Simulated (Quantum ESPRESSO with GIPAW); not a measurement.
**SiO2: NMR parameters from first principles**

Wanted: NMR shieldings for each site of SiO2.

Method: DFT, PBEsol, plane-wave PAW (pslibrary 1.0.0 recipes), scalar-relativistic, GIPAW; a patched development version of the program, in Quantum ESPRESSO with GIPAW 8.0dev (patched build).

**1. The structure**

Symmetry: Cmce, No. 64, orthorhombic system. The conventional cell has a = 9.016 Å, b = 10.255 Å, c = 8.993 Å, α = 90.00°, β = 90.00°, γ = 90.00°. Nearest to Si lie 4 O at 1.61 Å. O has 2 Si at 1.61 Å nearest. Nearest to O lie 2 Si at 1.61 Å. O has 2 Si at 1.61 Å nearest. Farther neighbours and most contacts between anions are not listed.

The cell is a computed entry of the Materials Project; it need not be the form that is stable at ambient conditions.

This structure had its atoms relaxed beforehand (DFT, PBEsol, plane-wave PAW (pslibrary 1.0.0 recipes), Quantum ESPRESSO with GIPAW), starting from the database entry, since shieldings follow bond lengths closely.

**2. The SCF step**

First the ground state. The response equations take the occupied wavefunctions as exact, so conv_thr is set much tighter than for an energy. No empty states are asked for: the response is solved without them. The mesh has a spacing of 0.47 Å⁻¹ at most. The PAW files were made with ld1.x from the pslibrary 1.0.0 recipes, with GIPAW reconstruction switched on.

The input, scf.in:

```
&control
  calculation = 'scf'
  prefix = 'x'
  outdir = './tmp/'
  pseudo_dir = './'
/
&system
  ibrav = 0
  nat = 24
  ntyp = 2
  ecutwfc = 55
  ecutrho = 330
  nbnd = 64
/
&electrons
  conv_thr = 1.0d-10
  mixing_beta = 0.7
  electron_maxstep = 100
/
ATOMIC_SPECIES
  Si 28.085 Si.pbesol-n-kjpaw_psl.1.0.0-gipaw.UPF
  O 15.999 O.pbesol-n-kjpaw_psl.1.0.0-gipaw.UPF
CELL_PARAMETERS angstrom
  4.50813842 -5.12731022 0.00000000
  4.50813842 5.12731022 0.00000000
  0.00000000 0.00000000 8.99269860
ATOMIC_POSITIONS crystal
  Si 0.53692991 0.80591899 0.40868863
  Si 0.80591899 0.53692991 0.59131137
  Si 0.69408101 0.96307009 0.09131137
  Si 0.96307009 0.69408101 0.90868863
  Si 0.19408101 0.46307009 0.40868863
  Si 0.03692991 0.30591899 0.09131137
  Si 0.46307009 0.19408101 0.59131137
  Si 0.30591899 0.03692991 0.90868863
  O 0.50000000 0.00000000 0.50000000
  O -0.00000000 0.50000000 0.50000000
  O 0.50000000 0.00000000 -0.00000000
  O 0.31623117 0.31623117 0.50000000
  O 0.82643410 0.17356590 0.11814664
  O 0.67356590 0.32643410 0.61814664
  O 0.17356590 0.82643410 0.88185336
  O -0.00000000 0.50000000 -0.00000000
  O 0.36460808 0.13539192 0.75000000
  O 0.18376883 0.18376883 0.00000000
  O 0.86460808 0.63539192 0.75000000
  O 0.13539192 0.36460808 0.25000000
  O 0.32643410 0.67356590 0.38185336
  O 0.68376883 0.68376883 0.50000000
  O 0.63539192 0.86460808 0.25000000
  O 0.81623117 0.81623117 -0.00000000
K_POINTS automatic
  2 2 2 0 0 0
```

Run with:

```
mpirun -np 8 pw.x -nk 2 -in scf.in > scf.out
```

Log:

```text
using ibrav=0 with symmetry is DISCOURAGED, use correct ibrav instead

     bravais-lattice index     =            0
     lattice parameter (alat)  =      12.9018  a.u.
     unit-cell volume          =    2805.4561 (a.u.)^3
     number of atoms/cell      =           24
     number of atomic types    =            2
     number of electrons       =       128.00
     number of Kohn-Sham states=           64
     kinetic-energy cutoff     =      55.0000  Ry
     charge density cutoff     =     330.0000  Ry
     scf convergence threshold =      1.0E-10
     mixing beta               =       0.7000
     number of iterations used =            8  plain     mixing
     Exchange-correlation= SLA-PW-PSX-PSC
                           (   1   4  10   8   0   0   0)
[...]
Si                4.00    28.08500     Si( 1.00)
     O                 6.00    15.99900     O ( 1.00)

      8 Sym. Ops., with inversion, found ( 4 have fractional translation)
[...]
number of k points=     6
[...]
Dense  grid:   283975 G-vectors     FFT dimensions: (  80,  80, 100)

     Smooth grid:   154641 G-vectors     FFT dimensions: (  64,  64,  90)

     Check: negative core charge=   -0.000003

     Initial potential from superposition of free atoms

     starting charge     127.9957, renormalised to     128.0000
     Starting wfcs are   96 randomized atomic wfcs

     Self-consistent Calculation

     iteration #  1     ecut=    55.00 Ry     beta= 0.70
     Davidson diagonalization with overlap
     ethr =  1.00E-02,  avg # of iterations =  2.0

     total energy              =   -1020.93440594 Ry
     estimated scf accuracy    <       7.61803195 Ry

     iteration #  2     ecut=    55.00 Ry     beta= 0.70
     Davidson diagonalization with overlap
     ethr =  5.95E-03,  avg # of iterations =  7.0

     total energy              =   -1025.71159176 Ry
     estimated scf accuracy    <       2.72466938 Ry

     iteration #  3     ecut=    55.00 Ry     beta= 0.70
     Davidson diagonalization with overlap
     ethr =  2.13E-03,  avg # of iterations =  3.3

     total energy              =   -1025.64516576 Ry
     estimated scf accuracy    <       0.79541337 Ry

[...]
total energy              =   -1026.36544455 Ry
[...]
iteration # 23     ecut=    55.00 Ry     beta= 0.70
     Davidson diagonalization with overlap
     ethr =  2.89E-12,  avg # of iterations =  5.7

     total energy              =   -1026.36544455 Ry
     estimated scf accuracy    <          1.4E-09 Ry

     iteration # 24     ecut=    55.00 Ry     beta= 0.70
     Davidson diagonalization with overlap
     ethr =  1.10E-12,  avg # of iterations =  6.0

     End of self-consistent calculation
     [one-electron energies left out]

!    total energy              =   -1026.36544455 Ry
     total all-electron energy =     -7035.219397 Ry
     estimated scf accuracy    <          3.2E-11 Ry

     The total energy is the sum of the following terms:
     one-electron contribution =    -493.04929800 Ry
     hartree contribution      =     305.89268281 Ry
     xc contribution           =    -169.76669337 Ry
     ewald contribution        =    -246.32482229 Ry
     one-center paw contrib.   =    -423.11731371 Ry

     convergence has been achieved in  24 iterations
[...]
JOB DONE.
```

The job ended after 1.9 min (8 MPI ranks of Arm Neoverse V1, shared host; peak memory 1.9 GiB).

It converged in 24 cycles to an estimated accuracy of 3e-11 Ry, on 6 irreducible k-points.

**3. Magnetic response**

The job finds the current that a weak uniform field induces (applied as a long wave, q_gipaw) and the field that this current makes at each nucleus. On atoms with p or d valence electrons much of the paramagnetic part arises close to the nucleus, where the PAW partial waves rebuild the true states. pawproj makes the reconstruction use the PAW data sets' own projectors.

The input, nmr.in:

```
&inputgipaw
  job = 'nmr'
  prefix = 'x'
  tmp_dir = './tmp/'
  restart_mode = 'from_scratch'
  verbosity = 'low'
  q_gipaw = 0.01
  spline_ps = .true.
  conv_threshold = 1.0d-11
  use_nmr_macroscopic_shape = .false.
  pawproj(1) = .true.
  pawproj(2) = .true.
/
```

Run with:

```
mpirun -np 8 gipaw.x -in nmr.in > nmr.out
```

Log:

```text
[banner, memory and clock lines left out]
[a note of our patched build left out]

     Parallelizing q-star over 1 images

     IMPORTANT: XC functional enforced from input :
     Exchange-correlation= PBESOL
                           (   1   4  10   8   0   0   0)
     Any further DFT definition will be discarded
     Please, verify this is what you really want

     Check: negative core charge=   -0.000003
[...]
alpha_pv=     38.8445 eV

     spline_ps is .false., expect some extrapolation errors

     q-space interpolation up to    66.00 Rydberg

     GIPAW job: nmr
     NMR macroscopic correction: no
[...]
Computing the magnetic susceptibility     isolve=0    ethr=  0.1000E-10
     Starting from scratch
     k-point #    1 of     6      pool #  1    cpu time:       1.3
[...]
End of magnetic susceptibility calculation

     f-sum rule (1st term):
          -120.4844          0.0000          0.0000
            -0.0000       -120.4964          0.0000
             0.0000          0.0000       -120.4784

     f-sum rule (2nd term):
            -2.7713          0.0000          0.0000
             0.0000         -2.7660          0.0000
             0.0000          0.0000         -2.7672

     f-sum rule (should be  -123.2381):
          -123.2557          0.0000          0.0000
            -0.0000       -123.2625          0.0000
             0.0000          0.0000       -123.2456

[... susceptibilities left out ...]
     Contributions to the NMR chemical shifts: -------------------------------

     Macroscopic shape contribution in ppm:                    0.00
             0.0000          0.0000          0.0000
             0.0000          0.0000          0.0000
             0.0000          0.0000          0.0000

     Core contribution in ppm:

     Atom  1  Si  pos: (  0.886692  0.202010  0.538308)  core sigma:         836.91
     Atom  2  Si  pos: (  0.886692 -0.202010  0.778851)  core sigma:         836.91
     Atom  3  Si  pos: (  1.094227  0.202010  0.120272)  core sigma:         836.91
     Atom  4  Si  pos: (  1.094227 -0.202010  1.196888)  core sigma:         836.91
     Atom  5  Si  pos: (  0.433921  0.202010  0.538308)  core sigma:         836.91
     Atom  6  Si  pos: (  0.226385  0.202010  0.120272)  core sigma:         836.91
     Atom  7  Si  pos: (  0.433921 -0.202010  0.778851)  core sigma:         836.91
     Atom  8  Si  pos: (  0.226385 -0.202010  1.196888)  core sigma:         836.91
     Atom  9  O   pos: (  0.330153 -0.375498  0.658580)  core sigma:         270.50
     Atom 10  O   pos: (  0.330153  0.375498  0.658580)  core sigma:         270.50
     Atom 11  O   pos: (  0.330153 -0.375498  0.000000)  core sigma:         270.50
     Atom 12  O   pos: (  0.417619 -0.000000  0.658580)  core sigma:         270.50
     Atom 13  O   pos: (  0.660306 -0.490302  0.155618)  core sigma:         270.50
     Atom 14  O   pos: (  0.660306 -0.260695  0.814198)  core sigma:         270.50
     Atom 15  O   pos: (  0.660306  0.490302  1.161541)  core sigma:         270.50
     Atom 16  O   pos: (  0.330153  0.375498  0.000000)  core sigma:         270.50
     Atom 17  O   pos: (  0.330153 -0.172141  0.987869)  core sigma:         270.50
     Atom 18  O   pos: (  0.242687  0.000000  0.000000)  core sigma:         270.50
[...]
Atom 23  O   pos: (  0.990460  0.172141  0.329290)  core sigma:         270.50
     Atom 24  O   pos: (  1.077925 -0.000000  0.000000)  core sigma:         270.50

     Bare contribution in ppm:

     Atom  1  Si  pos: (  0.886692  0.202010  0.538308)  bare sigma:         -24.54
[...]
Atom  2  Si  pos: (  0.886692 -0.202010  0.778851)  bare sigma:         -24.54
[...]
Atom  3  Si  pos: (  1.094227  0.202010  0.120272)  bare sigma:         -24.54
[...]
Atom  4  Si  pos: (  1.094227 -0.202010  1.196888)  bare sigma:         -24.54
[...]
Atom  5  Si  pos: (  0.433921  0.202010  0.538308)  bare sigma:         -24.54
[...]
Atom  6  Si  pos: (  0.226385  0.202010  0.120272)  bare sigma:         -24.54
[...]
Atom  7  Si  pos: (  0.433921 -0.202010  0.778851)  bare sigma:         -24.54
[...]
Atom  8  Si  pos: (  0.226385 -0.202010  1.196888)  bare sigma:         -24.54
[...]
Atom  9  O   pos: (  0.330153 -0.375498  0.658580)  bare sigma:          64.52
[...]
Atom 10  O   pos: (  0.330153  0.375498  0.658580)  bare sigma:          64.52
[...]
Atom 11  O   pos: (  0.330153 -0.375498  0.000000)  bare sigma:          64.52
[...]
Atom 12  O   pos: (  0.417619 -0.000000  0.658580)  bare sigma:          63.60
[...]
Atom 13  O   pos: (  0.660306 -0.490302  0.155618)  bare sigma:          61.74
[...]
Atom 14  O   pos: (  0.660306 -0.260695  0.814198)  bare sigma:          61.74
[...]
Atom 15  O   pos: (  0.660306  0.490302  1.161541)  bare sigma:          61.74
[...]
Atom 16  O   pos: (  0.330153  0.375498  0.000000)  bare sigma:          64.52
[...]
Atom 23  O   pos: (  0.990460  0.172141  0.329290)  para_oo sigma:          -2.24
[...]
Atom 24  O   pos: (  1.077925 -0.000000  0.000000)  para_oo sigma:          -2.17
[...]
Paramagnetic US L_R Q_R contribution in ppm:

     Atom  1  Si  pos: (  0.886692  0.202010  0.538308)  para_lq sigma:           2.72
[...]
Atom  2  Si  pos: (  0.886692 -0.202010  0.778851)  para_lq sigma:           2.72
[...]
Atom  3  Si  pos: (  1.094227  0.202010  0.120272)  para_lq sigma:           2.72
[...]
Atom  4  Si  pos: (  1.094227 -0.202010  1.196888)  para_lq sigma:           2.72
[...]
Atom  5  Si  pos: (  0.433921  0.202010  0.538308)  para_lq sigma:           2.72
[...]
Atom  6  Si  pos: (  0.226385  0.202010  0.120272)  para_lq sigma:           2.72
[...]
Atom  7  Si  pos: (  0.433921 -0.202010  0.778851)  para_lq sigma:           2.72
[...]
Atom  8  Si  pos: (  0.226385 -0.202010  1.196888)  para_lq sigma:           2.72
[...]
Atom  9  O   pos: (  0.330153 -0.375498  0.658580)  para_lq sigma:        -202.22
[...]
Atom 10  O   pos: (  0.330153  0.375498  0.658580)  para_lq sigma:        -202.22
[...]
Atom 11  O   pos: (  0.330153 -0.375498  0.000000)  para_lq sigma:        -202.22
[...]
Atom 12  O   pos: (  0.417619 -0.000000  0.658580)  para_lq sigma:        -202.56
[...]
Atom 13  O   pos: (  0.660306 -0.490302  0.155618)  para_lq sigma:        -202.47
[...]
Atom 14  O   pos: (  0.660306 -0.260695  0.814198)  para_lq sigma:        -202.47
[...]
Atom 15  O   pos: (  0.660306  0.490302  1.161541)  para_lq sigma:        -202.47
[...]
Atom 16  O   pos: (  0.330153  0.375498  0.000000)  para_lq sigma:        -202.22
[...]
Atom 17  O   pos: (  0.330153 -0.172141  0.987869)  para_lq sigma:        -202.07
[...]
Atom 18  O   pos: (  0.242687  0.000000  0.000000)  para_lq sigma:        -202.56
[...]
Atom 23  O   pos: (  0.990460  0.172141  0.329290)  para_lq sigma:        -202.07
[...]
Atom 24  O   pos: (  1.077925 -0.000000  0.000000)  para_lq sigma:        -202.56
[...]
Total NMR chemical shifts in ppm: ---------------------------------------
     (adopting the Simpson convention for anisotropy and asymmetry)-----------

     Atom  1  Si  pos: (  0.886692  0.202010  0.538308)  Total sigma:         446.93
           448.0133         -4.7901          0.9792
             3.5156        444.4881          0.0463
            -2.1644          5.0422        448.3011

     Si      1    anisotropy:     -5.61    eta:    0.5995
[...]
Atom  2  Si  pos: (  0.886692 -0.202010  0.778851)  Total sigma:         446.93
[... its tensor is left out ...]
     Atom  3  Si  pos: (  1.094227  0.202010  0.120272)  Total sigma:         446.93
[... its tensor is left out ...]
     Atom  4  Si  pos: (  1.094227 -0.202010  1.196888)  Total sigma:         446.93
[... its tensor is left out ...]
     Atom  5  Si  pos: (  0.433921  0.202010  0.538308)  Total sigma:         446.93
[... its tensor is left out ...]
     Atom  6  Si  pos: (  0.226385  0.202010  0.120272)  Total sigma:         446.93
[... its tensor is left out ...]
     Atom  7  Si  pos: (  0.433921 -0.202010  0.778851)  Total sigma:         446.93
[... its tensor is left out ...]
     Atom  8  Si  pos: (  0.226385 -0.202010  1.196888)  Total sigma:         446.93
[... its tensor is left out ...]
     Atom  9  O   pos: (  0.330153 -0.375498  0.658580)  Total sigma:         221.30
           206.5100         33.7219         23.0376
            33.6545        241.4722         37.8621
            23.3081         38.9041        215.9184

     O       9    anisotropy:    102.04    eta:    0.0369
[...]
Atom 10  O   pos: (  0.330153  0.375498  0.658580)  Total sigma:         221.30
[... its tensor is left out ...]
     Atom 11  O   pos: (  0.330153 -0.375498  0.000000)  Total sigma:         221.30
[... its tensor is left out ...]
     Atom 12  O   pos: (  0.417619 -0.000000  0.658580)  Total sigma:         218.09
           185.6120         -0.0000         -0.0000
            -0.0000        255.9292        -39.2024
            -0.0000        -39.1197        212.7369

     O      12    anisotropy:     91.44    eta:    0.0656
[...]
Atom 13  O   pos: (  0.660306 -0.490302  0.155618)  Total sigma:         211.48
           266.6318          0.0000          0.0000
             0.0000        183.6955         -0.4329
             0.0000          0.7828        184.1016

     O      13    anisotropy:     82.73    eta:    0.0097
[...]
Atom 14  O   pos: (  0.660306 -0.260695  0.814198)  Total sigma:         211.48
[... its tensor is left out ...]
     Atom 15  O   pos: (  0.660306  0.490302  1.161541)  Total sigma:         211.48
[... its tensor is left out ...]
     Atom 16  O   pos: (  0.330153  0.375498  0.000000)  Total sigma:         221.30
[... its tensor is left out ...]
     Atom 17  O   pos: (  0.330153 -0.172141  0.987869)  Total sigma:         219.78
           205.7557          0.0000        -39.7074
             0.0000        188.1930         -0.0000
           -39.6691          0.0000        265.4046

     O      17    anisotropy:     98.16    eta:    0.0345
[...]
Atom 18  O   pos: (  0.242687  0.000000  0.000000)  Total sigma:         218.09
[... its tensor is left out ...]
     Atom 19  O   pos: (  0.990460 -0.172141  0.987869)  Total sigma:         219.78
[... its tensor is left out ...]
     Atom 20  O   pos: (  0.330153  0.172141  0.329290)  Total sigma:         219.78
[... its tensor is left out ...]
     Atom 21  O   pos: (  0.660306  0.260695  0.502962)  Total sigma:         211.48
[... its tensor is left out ...]
     Atom 22  O   pos: (  0.902994  0.000000  0.658580)  Total sigma:         218.09
[... its tensor is left out ...]
     Atom 23  O   pos: (  0.990460  0.172141  0.329290)  Total sigma:         219.78
[... its tensor is left out ...]
     Atom 24  O   pos: (  1.077925 -0.000000  0.000000)  Total sigma:         218.09
[... its tensor is left out ...]
```

Wall time 16 min (8 MPI ranks); peak memory 2 GiB; 2.1 h of CPU time.

The f-sum rule is met to 0.024 of 123.2 (0.02 %). Converged shieldings require that this miss be small, but a small miss does not prove them.

From the symmetric part of each tensor, with principal values σ11 ≤ σ22 ≤ σ33: σ_iso is their mean, the span is σ33 − σ11 and the skew 3(σ_iso − σ22)/span. (gipaw.x prints an anisotropy in another convention.)

```csv
site,atom no.,atoms in cell,σ_iso (ppm),span (ppm),skew
Si,1,8,446.9,6.7,-0.33
O(1),9,4,221.3,103.3,0.95
O(2),12,4,218.1,93.4,0.91
O(3),13,4,211.5,83.0,0.99
O(4),17,4,219.8,99.3,0.95
```

The macroscopic shape term is switched off. For a spherical sample the valence susceptibility of this run would add about 6 ppm to every site, a rough estimate, since the susceptibility converges slowly and lacks part of the PAW terms. Differences within the crystal don't depend on it, but shieldings of different compounds can't be compared to better than a few ppm without it.

In this run the largest span is that of O(1) (site symmetry -1), with principal values 186.0, 188.5 and 289.3 ppm.

17O also has a quadrupolar coupling here. It is not given: on PAW files the efg job of this gipaw.x leaves out the augmentation charge of neighbouring atoms and can miss by tens of per cent.

**4. Sites, surroundings and shifts**

Covalently bonded atoms count as neighbours within 1.18 times the sum of their radii. Otherwise a cation's neighbours lie within 1.2 times its shortest bond (1.3 for large cations, each anion's radius taken off where they differ), and an anion's are the cations that count it.

```csv
site,atom no.,atoms in cell,surroundings,bonds (Å),σ_iso (ppm)
Si,1,8,"SiO4, Q4",1.61 to 1.61,446.9
O(1),9,4,"bridging Si-O-Si, 180°",1.606,221.3
O(2),12,4,"bridging Si-O-Si, 172°",1.609,218.1
O(3),13,4,"bridging Si-O-Si, 146°",1.615,211.5
O(4),17,4,"bridging Si-O-Si, 165°",1.606,219.8
```

The 4 O sites spread over 9.8 ppm in shielding, from O(3) (least shielded) to O(1).

**5. What came out**

| Quantity | Value |
| --- | --- |
| 29Si shielding without shape term | 446.9 ppm |
| 17O shielding without shape term | 211.5, 218.1, 219.8, 221.3 ppm |

What this shows: 29Si has one site (SiO4, Q4), with isotropic shielding 446.9 ppm (shape term left out). A shift needs a reference, δ = σ_ref − σ, fixed on measured compounds; for 29Si of this kind at this level too few were at hand, or they scattered too widely about a line, so none is given. No sound run at another cutoff or mesh is at hand, so convergence rests on the f-sum rule and on experience with these files. This build of gipaw.x prints that it is not audited and that its numbers are no references by themselves. It also reports spline_ps as false although the input sets it; why was not traced.

[Banner, clock, file and message-heading lines were taken out of the pw.x and gipaw.x logs.]

[Logs are printed without paths, hosts, clocks, repeated set-up lines and the standing remarks that a program may print on its own settings, such as how far it seeks lower states.]

[Hosts, paths, dates, database ids (printed as entryN), source tags and the programs' standing remarks are cut or masked in the printed files.]

[Where no reference line passes its bar on scatter, no shift is given, so a measured shift of this compound may stand uncompared.]
